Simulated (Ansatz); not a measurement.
Results of r²SCAN (Ansatz, a program for electronic structure, PAW) for zinc-blende ZnTe.

Settings: plane-wave cutoff 600 eV, 10×10×10 k mesh, scalar-relativistic PAW data made under PBE.

Computed at the level's own relaxed cell.

```
ZnTe
1.0
    0.00000     3.05678     3.05678
    3.05678     0.00000     3.05678
    3.05678     3.05678     0.00000
Zn Te
1 1
Cartesian
  0.00000   0.00000   0.00000
  4.58517   4.58517   4.58517
```

Question: Give the elastic tensor (Voigt notation, GPa, ions relaxed, in the Cartesian axes of the cell as printed).

Answer: 
```
   71.6    38.8    38.8     0.0     0.0     0.0
   38.8    71.6    38.8     0.0     0.0     0.0
   38.8    38.8    71.6     0.0     0.0     0.0
    0.0     0.0     0.0    33.7     0.0     0.0
    0.0     0.0     0.0     0.0    33.7     0.0
    0.0     0.0     0.0     0.0     0.0    33.7
```

Measured, for comparison: elastic constant C11 71.1 GPa, elastic constant C12 40.7 GPa, elastic constant C44 31.3 GPa (temperature not stated, no zero-point or thermal correction; as tabulated in Oses et al. (2018), arXiv:1811.08464). Computed (rounded) less measured: elastic constant C11 +0.7 %, elastic constant C12 -5 %, elastic constant C44 +8 %. A static lattice is as a rule a little smaller and stiffer than an uncorrected measurement, which can account for part of this.

Computed values are for the static lattice.
